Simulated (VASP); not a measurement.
# TePb (Fm-3m) in VASP: notebook

Aim: see how the results for TePb move with the level of theory and the settings. Levels: PBE, SCAN, rSCAN. Tasks: single point, relaxation of cell and atoms.

Program: VASP 6.6.1. These are calculated values, not measurements. Logs are shortened: lines on timing, memory, paths and dates and some standing lists are left out, and cuts for length are marked.

### Step 1. Starting point

Symmetry: Fm-3m, No. 225, cubic system. Conventional cell: a = 6.462 Å, b = 6.462 Å, c = 6.462 Å, α = 90.00°, β = 90.00°, γ = 90.00°. Around Pb (site symmetry m-3m) lie 6 Te at 3.23 Å. Te (site symmetry m-3m) is surrounded by 6 Pb at 3.23 Å.

### Step 2. Single point, PBE

INCAR

```
SYSTEM = TePb
  PREC = Accurate
  ENCUT = 520
  EDIFF = 1E-6
  ISMEAR = 0
  SIGMA = 0.012
  LREAL = .FALSE.
  LASPH = .TRUE.
  NELM = 100
  ALGO = Normal
  ISIF = 2
  LWAVE = .FALSE.
  LCHARG = .TRUE.
  GGA = PE
  LELF = .TRUE.
  LVHAR = .TRUE.
  NBANDS = 17
```

KPOINTS

```
Automatic mesh
0
G
  7 7 7
  0 0 0
```

POSCAR

```
TePb
1.0
    0.0000000000      3.2310000000      3.2310000000
    3.2310000000      0.0000000000      3.2310000000
    3.2310000000      3.2310000000      0.0000000000
Pb Te
1 1
Direct
    0.0000000000      0.0000000000      0.0000000000
    0.5000000000      0.5000000000      0.5000000000
```

Potentials or basis: VASP PAW PBE potentials, release 64 (Pb_d, Te).

On the command line:

```sh
$ cat potpaw_PBE.64/Pb_d/POTCAR potpaw_PBE.64/Te/POTCAR > POTCAR
$ mpirun -np 1 vasp_std > vasp.out
```

OUTCAR:

```text
SYSTEM = TePb
   PREC = Accurate
   ENCUT = 520
   EDIFF = 1E-6
   ISMEAR = 0
   LREAL = .FALSE.
   LASPH = .TRUE.
   NELM = 100
   ISIF = 2
   GGA = PE

 ion  position               nearest neighbor table
   1  0.000  0.000  0.000-   2 3.23   2 3.23   2 3.23   2 3.23   2 3.23   2 3.23
   2  0.500  0.500  0.500-   1 3.23   1 3.23   1 3.23   1 3.23   1 3.23   1 3.23

  LATTYP: Found a face centered cubic cell.
 ALAT       =     6.4620000000

  Lattice vectors:

 A1 = (   0.0000000000,   3.2310000000,   3.2310000000)
 A2 = (   3.2310000000,   0.0000000000,   3.2310000000)
 A3 = (   3.2310000000,   3.2310000000,   0.0000000000)

Analysis of symmetry for initial positions (statically):
=====================================================================
 Subroutine PRICEL returns:
 Original cell was already a primitive cell.

 Routine SETGRP: Setting up the symmetry group for a
 face centered cubic supercell.

 Subroutine GETGRP returns: Found 48 space group operations
 (whereof 48 operations were pure point group operations)
 out of a pool of 48 trial point group operations.

The static configuration has the point symmetry O_h .

Analysis of symmetry for dynamics (positions and initial velocities):
=====================================================================
 Subroutine PRICEL returns:
 Original cell was already a primitive cell.

 Routine SETGRP: Setting up the symmetry group for a
 face centered cubic supercell.

 Subroutine GETGRP returns: Found 48 space group operations
 (whereof 48 operations were pure point group operations)
 out of a pool of 48 trial point group operations.

The dynamic configuration has the point symmetry O_h .

 Subroutine INISYM returns: Found 48 space group operations
 (whereof 48 operations are pure point group operations),
 and found     1 'primitive' translations

----------------------------------------------------------------------------------------

                                     Primitive cell

  volume of cell :      67.4592

  direct lattice vectors                    reciprocal lattice vectors
     0.000000000  3.231000000  3.231000000    -0.154750851  0.154750851  0.154750851
     3.231000000  0.000000000  3.231000000     0.154750851 -0.154750851  0.154750851
     3.231000000  3.231000000  0.000000000     0.154750851  0.154750851 -0.154750851

  length of vectors
     4.569324020  4.569324020  4.569324020     0.268036337  0.268036337  0.268036337

  position of ions in fractional coordinates (direct lattice)
     0.000000000  0.000000000  0.000000000
     0.500000000  0.500000000  0.500000000

  ion indices of the primitive-cell ions
   primitive index   ion index
                 1           1
                 2           2

----------------------------------------------------------------------------------------

 KPOINTS: Automatic mesh

Automatic generation of k-mesh.
 Grid dimensions read from file:
 generate k-points for:    7    7    7

 Generating k-lattice:

  Cartesian coordinates                     Fractional coordinates (reciprocal lattice)
    -0.022107264  0.022107264  0.022107264     0.142857143  0.000000000  0.000000000
     0.022107264 -0.022107264  0.022107264     0.000000000  0.142857143  0.000000000
     0.022107264  0.022107264 -0.022107264     0.000000000  0.000000000  0.142857143

  Length of vectors
     0.038290905  0.038290905  0.038290905

  Shift w.r.t. Gamma in fractional coordinates (k-lattice)
     0.000000000  0.000000000  0.000000000

 Subroutine IBZKPT returns following result:
 ===========================================

 Found     20 irreducible k-points:

 Following reciprocal coordinates:
            Coordinates               Weight
  0.000000  0.000000  0.000000      1.000000
  0.142857  0.000000  0.000000      8.000000
  0.285714  0.000000  0.000000      8.000000
  0.428571  0.000000  0.000000      8.000000
  0.142857  0.142857  0.000000      6.000000
  0.285714  0.142857  0.000000     24.000000
[... 12 lines left out ...]
 -0.428571  0.428571  0.142857     24.000000
 -0.285714  0.428571  0.142857     24.000000
   k-points           NKPTS =     20   k-points in BZ     NKDIM =     20   number of bands    NBANDS=     17
   number of dos      NEDOS =    301   number of ions     NIONS =      2
   total plane-waves  NPLWV =  46656
   dimension x,y,z NGX =    36 NGY =   36 NGZ =   36
   dimension x,y,z NGXF=    72 NGYF=   72 NGZF=   72
   ions per type =               1   1
   NGX,Y,Z   is equivalent  to a cutoff of  13.10, 13.10, 13.10 a.u.
   NGXF,Y,Z  is equivalent  to a cutoff of  26.20, 26.20, 26.20 a.u.
 SYSTEM =  TePb
   PREC   = accura    normal or accurate (medium, high low for compatibility)
   ISTART =      0    job   : 0-new  1-cont  2-samecut
   ICHARG =      2    charge: 1-file 2-atom 10-const
   ISPIN  =      1    spin polarized calculation?
   LNONCOLLINEAR =      F non collinear calculations
   LSORBIT =      F    spin-orbit coupling
   LASPH  =      T    aspherical Exc in radial PAW
   ENCUT  =  520.0 eV  38.22 Ry    6.18 a.u.   8.50  8.50  8.50*2*pi/ulx,y,z
   NELM   =    100;   NELMIN=  2; NELMDL= -5     # of ELM steps
   EDIFF  = 0.1E-05   stopping-criterion for ELM
   LREAL  =      F    real-space projection
   EDIFFG = 0.1E-04   stopping-criterion for IOM
   NSW    =      0    number of steps for IOM
   IBRION =     -1    ionic relax: 0-MD 1-quasi-New 2-CG
   NFREE  =      0    steps in history (QN), initial steepest desc. (CG)
   ISIF   =      2    stress and relaxation
   ISYM   =      2    0-nonsym 1-usesym 2-fastsym
   POTIM  = 0.5000    time-step for ionic-motion
   TEBEG  =    0.0;   TEEND  =   0.0 temperature during run
   PSTRESS=    0.0 pullay stress
   NELECT =      20.0000    total number of electrons
   NUPDOWN=      -1.0000    fix difference up-down
   EMIN   =  10.00;   EMAX   =-10.00  energy-range for DOS
   EFERMI =   0.00;   METHOD = LEGACY
   ISMEAR =     0;   SIGMA  =   0.01  broadening in eV -4-tet -1-fermi 0-gaus
   EFERMI_NEDOS =   21; number of points for ismear=-14 and -15
   IALGO  =     38    algorithm
   IMIX   =      4    mixing-type and parameters
     AMIX     =   0.40;   BMIX     =  1.00
     AMIX_MAG =   1.60;   BMIX_MAG =  1.00
  volume/ion in A,a.u.               =      33.73       227.62
  Fermi-wavevector in a.u.,A,eV,Ry     =   1.091619  2.062861 16.213147  1.191633
  Thomas-Fermi vector in A             =   2.227868
   LORBIT       =      0    0 simple, 1 ext, 2 COOP (PROOUT), +10 PAW based schemes
   GGA     = PE    functional components
   LHFCALC =     F    Hartree Fock is set to
   AEXX    =    0.0000 exact exchange contribution
   IVDW    =     0    specifies the selected vdW correction
   LEPSILON=     F    determine dielectric tensor
   LRPA    =     F    only Hartree local field effects (RPA)
 non-spin polarized calculation
 Gauss-broadening in eV      SIGMA  =   0.01
  energy-cutoff  :      520.00
  volume of cell :       67.46
 maximum number of plane-waves:      1837
 NGX is ok and might be reduce to    36
   NGX = 17   NGY = 17   NGZ = 17

 number of electron      20.0000003 magnetization

 Free energy of the ion-electron system (eV)
  ---------------------------------------------------
  ext. energy  EPLUGINS =         0.00000000
  ---------------------------------------------------
  free energy    TOTEN  =        -7.50259078 eV

  energy without entropy =       -7.50259078  energy(sigma->0) =       -7.50259078

 E-fermi :   5.5863     XC(G=0):  -9.3008

 val. band max:        5.5201950545   @ k =   0.4286   0.0000   0.0000
 cond. band min:       6.5315504006   @ k =   0.4286   0.0000   0.0000
 fundamental gap:      1.0113553461
 Fermi energy:         5.5863079289

 k-point     1 :       0.0000    0.0000    0.0000
  band No.  band energies     occupation
      1     -11.0950      2.00000
      2     -11.0950      2.00000
      3     -11.0858      2.00000
      4     -11.0858      2.00000
      5     -11.0858      2.00000
      6      -6.3955      2.00000
[... 9 lines left out ...]
     16      11.4202      0.00000
     17      12.9892      0.00000

 k-point     2 :       0.1429    0.0000    0.0000
  band No.  band energies     occupation
      1     -11.0974      2.00000
      2     -11.0974      2.00000
      3     -11.0852      2.00000
      4     -11.0829      2.00000
      5     -11.0829      2.00000
      6      -6.2211      2.00000
[... 9 lines left out ...]
     16      11.7986      0.00000
     17      14.2842      0.00000

 k-point     3 :       0.2857    0.0000    0.0000
  band No.  band energies     occupation
      1     -11.1038      2.00000
      2     -11.1038      2.00000
      3     -11.0842      2.00000
      4     -11.0755      2.00000
      5     -11.0755      2.00000
      6      -5.7281      2.00000
[... 9 lines left out ...]
     16      12.8210      0.00000
     17      16.4037      0.00000

 k-point     4 :       0.4286    0.0000    0.0000
  band No.  band energies     occupation
      1     -11.1092      2.00000
      2     -11.1092      2.00000
      3     -11.0835      2.00000
      4     -11.0693      2.00000
      5     -11.0693      2.00000
      6      -5.1008      2.00000
[... 9 lines left out ...]
     16      14.3294      0.00000
     17      15.6334      0.00000
[... 263 lines left out ...]
      1     -11.1267      2.00000
      2     -11.1006      2.00000
      3     -11.0812      2.00000
      4     -11.0732      2.00000
      5     -11.0655      2.00000
      6      -4.8254      2.00000
[... 9 lines left out ...]
     16      15.0133      0.00000
     17      16.0189      0.00000

 k-point    19 :      -0.4286    0.4286    0.1429
  band No.  band energies     occupation
      1     -11.1435      2.00000
      2     -11.0915      2.00000
      3     -11.0889      2.00000
      4     -11.0673      2.00000
      5     -11.0612      2.00000
      6      -4.7223      2.00000
[... 9 lines left out ...]
     16      15.8006      0.00000
     17      16.5763      0.00000

 k-point    20 :      -0.2857    0.4286    0.1429
  band No.  band energies     occupation
      1     -11.1372      2.00000
      2     -11.0969      2.00000
      3     -11.0813      2.00000
      4     -11.0742      2.00000
      5     -11.0613      2.00000
      6      -4.5919      2.00000
[... 9 lines left out ...]
     16      15.9317      0.00000
     17      16.4024      0.00000

------------------------ aborting loop because EDIFF is reached ----------------------------------------

  FORCE on cell =-STRESS in cart. coord.  units (eV):
  Direction    XX          YY          ZZ          XY          YZ          ZX
  --------------------------------------------------------------------------------------
  -------------------------------------------------------------------------------------
  Total        0.8636199      0.8636199      0.8636199      0.0000000     -0.0000000      0.0000000
  in kB       20.5112597     20.5112597     20.5112597      0.0000000     -0.0000000      0.0000000
  external PRESSURE =      20.5112597 kB  Pullay stress =       0.0000000 kB

 VOLUME and BASIS-vectors are now :
 -----------------------------------------------------------------------------
  energy-cutoff  :      520.00
  volume of cell :       67.46
      direct lattice vectors                 reciprocal lattice vectors
     0.000000000  3.231000000  3.231000000    -0.154750851  0.154750851  0.154750851
     3.231000000  0.000000000  3.231000000     0.154750851 -0.154750851  0.154750851
     3.231000000  3.231000000  0.000000000     0.154750851  0.154750851 -0.154750851

 POSITION                                       TOTAL-FORCE (eV/Angst)
 -----------------------------------------------------------------------------------
      0.00000      0.00000      0.00000         0.000000      0.000000      0.000000
      3.23100      3.23100      3.23100        -0.000000     -0.000000     -0.000000
 -----------------------------------------------------------------------------------
    total drift:                               -0.000000      0.000000      0.000000

  FREE ENERGIE OF THE ION-ELECTRON SYSTEM (eV)
  ---------------------------------------------------
  free  energy   TOTEN  =        -7.5025907827 eV

  energy  without entropy=       -7.5025907827  energy(sigma->0) =       -7.50259078
```

Wall time 17 s (1 thread of AMD EPYC 9R45 (Zen 5), shared host); peak memory 0.17 GiB.

Results:

```
Free energy : -7.5026 eV
Pressure    : 2.1 GPa
```

Caveat: this odd mesh misses L, where the gap lies, so gap, dielectric constants and Born charges aren't listed. Spin-orbit coupling is left out, which matters for the levels of Pb, Te.

(Continued in part 2 of 2.)
